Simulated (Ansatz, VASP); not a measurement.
**Two plane-wave programs on B**

```
B
1.0
     0.00000    2.01036    2.01036
     2.01036    0.00000    2.01036
     2.01036    2.01036    0.00000
B
2
Direct
  0.91250 0.86250 0.86250
  0.08750 0.13750 0.13750
```

Change from the starting cell: shortest bond scaled by 1.1, PAW files.

Alike in both runs: task electric field gradients; functional LDA; k mesh 13 × 13 × 13; occupations fermi-dirac, width 0.05 eV; no spin polarisation.

|  | VASP | Ansatz |
| --- | --- | --- |
| version | VASP 6.6.1 | Ansatz 0.2.0 |
| potentials or method | VASP PAW LDA potentials, release 64 (B) | PAW with Ansatz's default frozen-core files, scalar-relativistic |
| plane-wave cutoff (eV) | 520 | 420 |
| valence electrons in the cell | 6 | 6 |

VASP gave:

| Item | Value |
| --- | --- |
| pressure (GPa) | 0.9 |
| largest component of the traceless stress (GPa) | 7.88 |
| rms of the force components (eV/Å) | 0.311 |
| Vzz of the field gradient on the site that differs most (V/Å²) | 16.0 |

Question: What did Ansatz give for the same quantities?

Answer: Pressure (GPa): 0.7; largest component of the traceless stress (GPa): 7.85; rms of the force components (eV/Å): 0.311; Vzz of the field gradient on the site that differs most (V/Å²): 14.0.

Atom by atom the forces differ by 0.000 eV/Å (rms over components).
